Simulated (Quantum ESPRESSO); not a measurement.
The system is AlN.

```
CELL_PARAMETERS angstrom
0.00000 2.03452 2.03452
2.03452 0.00000 2.03452
2.03452 2.03452 0.00000
ATOMIC_POSITIONS crystal
Al 0.50000 0.50000 0.50000
N 0.00000 0.00000 0.00000
```

Measurements of this composition are mostly on another form, of space group No. 186.

- Program: Quantum ESPRESSO 7.5
- Task: phonons
- Functional: PBEsol
- Potentials or basis: PseudoDojo 0.4.1 SR PBEsol standard
- Cutoff: 1143 eV
- Density cutoff: 4572 eV
- k mesh: 6 × 6 × 6, shifted
- Occupations: fermi-dirac, width 0.05 eV
- Spin: no spin polarisation
- Mixing beta: 0.5
- Most SCF iterations: 120
- SCF threshold: 4e-10 Ry

The first run showed a gap, so the response started from a second, tighter run with fixed occupations.

The run gives a transverse optical frequency of 452 cm⁻¹, an electronic dielectric constant of 5.15 and Born charges of ±2.95 e.

Question: What are the longitudinal frequency and the static dielectric constant?

Answer: The longitudinal mode lies at 860 cm⁻¹, 408 cm⁻¹ over the transverse one, and the static constant is 18.64. The two agree with the Lyddane-Sachs-Teller relation: (860/452)² = 3.62 and 18.64/5.15 = 3.62.

Caveat: the cell is more than 3 GPa from zero pressure, which shifts response properties.
